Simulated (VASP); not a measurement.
**A VASP 6.6.1 single-point calculation on BaHfO₃**

INCAR

```
IBRION = -1
LASPH = .TRUE.
LCHARG = .FALSE.
PREC = Single
EDIFF = 1E-7
ISMEAR = -1
ISIF = 2
NELM = 120
LREAL = .FALSE.
NSW = 0
ENCUT = 520
SIGMA = 0.02
GGA = PE
LWAVE = .FALSE.
NBANDS = 27
```

KPOINTS

```
KPOINTS created by Atomic Simulation Environment
0
Gamma
6 6 6
0 0 0
```

POSCAR

```
Ba Hf O
 1.0000000000000000
     4.2605999463000002    0.0000000000000000    0.0000000000000000
     0.0000000000000000    4.2605999463000002    0.0000000000000000
     0.0000000000000000    0.0000000000000000    4.2605999463000002
 Ba  Hf  O
   1   1   3
Cartesian
  0.0000000000000000  0.0000000000000000  0.0000000000000000
  2.1302999731500001  2.1302999731500001  2.1302999731500001
  2.1302999731500001  2.1302999731500001  0.0000000000000000
  2.1302999731500001  0.0000000000000000  2.1302999731500001
  0.0000000000000000  2.1302999731500001  2.1302999731500001
```

The recommended PBE PAW datasets give the neutral cell 38 valence electrons.

Command

```
mpirun -np 1 vasp_std
```

Question: How does this run end, and what does it give?

Answer: It converged. Results: gap between bands v and c on the k mesh 3.45 eV; least direct gap on the k mesh 3.73 eV; pressure -6.0 GPa. Band v is the last that the valence electrons fill when counted band by band, and c is the next.

OSZICAR

```
N       E                     dE             d eps       ncg     rms          rms(c)
DAV:   1     0.217977531459E+03    0.21798E+03   -0.20667E+04  1080   0.135E+03
DAV:   2    -0.376616731424E+02   -0.25564E+03   -0.24752E+03  1321   0.311E+02
DAV:   3    -0.504265487862E+02   -0.12765E+02   -0.12703E+02  1391   0.664E+01
DAV:   4    -0.506663531181E+02   -0.23980E+00   -0.23952E+00  1517   0.842E+00
DAV:   5    -0.506716688468E+02   -0.53157E-02   -0.53153E-02  1430   0.898E-01    0.515E+01
DAV:   6    -0.437466486591E+02    0.69250E+01   -0.35478E+01  1239   0.318E+01    0.464E+01
DAV:   7    -0.435469322125E+02    0.19972E+00   -0.20183E+00  1390   0.845E+00    0.320E+01
DAV:   8    -0.435311958337E+02    0.15736E-01   -0.51081E-01  1258   0.528E+00    0.871E+00
DAV:   9    -0.435004843874E+02    0.30711E-01   -0.10503E-01  1229   0.212E+00    0.215E+00
DAV:  10    -0.435007999821E+02   -0.31559E-03   -0.90013E-03  1410   0.587E-01    0.927E-01
DAV:  11    -0.435006078878E+02    0.19209E-03   -0.71989E-04  1358   0.161E-01    0.216E-01
DAV:  12    -0.435006478257E+02   -0.39938E-04   -0.84535E-05  1383   0.567E-02    0.944E-02
DAV:  13    -0.435006544322E+02   -0.66065E-05   -0.10523E-05  1434   0.198E-02    0.103E-02
DAV:  14    -0.435006544167E+02    0.15496E-07   -0.86759E-07  1296   0.559E-03
   1 F= -.43500654E+02 E0= -.43500654E+02  d E =-.221989E-10
```

For comparison, a separate PBE run of the intended cell, on usual settings and not on those above, gives a gap of 3.45 eV on its mesh and a pressure of -6.1 GPa.
